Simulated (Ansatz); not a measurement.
# HfS2: the cost of one run

Program: Ansatz 0.2.0. Level of theory: DFT PBE+D3(BJ), scalar-relativistic, plane waves, PAW. These are calculated values, not measurements.

2 further runs of the same task are left out: 2 set aside as unsound or not needed.

**1. The system as given**

The structure is trigonal, space group P-3m1 (No. 164). Conventional cell: a = 3.606 Å, b = 3.606 Å, c = 5.770 Å, α = 90.00°, β = 90.00°, γ = 120.00°. Hf (site symmetry -3m) has 6 S at 2.54 Å as nearest neighbours. S (site symmetry 3m) is surrounded by 3 Hf at 2.54 Å.

As a file:

```cif
data_structure
_symmetry_space_group_name_H-M 'P-3m1'
_symmetry_Int_Tables_number 164
_cell_length_a 3.6059
_cell_length_b 3.6059
_cell_length_c 5.7704
_cell_angle_alpha 90.000
_cell_angle_beta 90.000
_cell_angle_gamma 120.000
_cell_volume 64.98
loop_
_atom_site_label
_atom_site_type_symbol
_atom_site_symmetry_multiplicity
_atom_site_Wyckoff_symbol
_atom_site_fract_x
_atom_site_fract_y
_atom_site_fract_z
_atom_site_occupancy
Hf1 Hf 1 a 0.00000 0.00000 0.00000 1
S1 S 2 d 0.66667 0.33333 0.74761 1
```

It goes back to an entry of the Materials Project.

This cell was relaxed beforehand with the same method: volume 21.66 Å³/atom, gap on the mesh 0.85 eV.

**2. Bands, states and charges**

input.yaml reads:

```yaml
crystal:
  lattice:
    - [3.6058628294, 0.0, 0.0]
    - [-1.8029314147, 3.1227688128, 0.0]
    - [0.0, 0.0, 5.7703876524]
  atoms:
    - { symbol: Hf, position: [0.0, 0.0, 0.0] }
    - { symbol: S, position: [0.6666666667, 0.3333333333, 0.7476059812] }
    - { symbol: S, position: [0.3333333333, 0.6666666667, 0.2523940188] }
basis:
  ecutwfc: 420
kpoints:
  mp_grid: { grid: [12, 12, 6] }
  band_path:
    path:
      - [[0.0, 0.0, 0.0], [0.5, 0.0, 0.0], [0.33333333, 0.33333333, 0.0], [0.0, 0.0, 0.0], [0.0, 0.0, 0.5], [0.5, 0.0, 0.5], [0.33333333, 0.33333333, 0.5], [0.0, 0.0, 0.5]]
      - [[0.5, 0.0, 0.5], [0.5, 0.0, 0.0]]
      - [[0.33333333, 0.33333333, 0.5], [0.33333333, 0.33333333, 0.0]]
    npoints: 14
hamiltonian:
  xc: pbe
  dispersion: d3bj
scf:
  occupations: { method: gaussian, width: 0.02 }
  n_extra_bands: 7
output:
  forces: true
  stress: true
  eigenvalues: true
  populations: true
  dos: { projected: true, de: 0.02, nscf_kmesh: { grid: [18, 18, 9] } }
  bader: true
  write_density: true
  write_potential: true
  elf: true
  volumetric_format: npy
```

Started as:

```
$ ansatz run input.yaml --threads 1 --pin off --max-ram 2560MiB --backend cpu --events-out ev --progress --plain --runs-dir out
```

**Question.** How long does this run take on 1 thread of Arm Neoverse V1, shared host, and how much memory does it need?

About 52 s, with a peak of 0.52 GiB.
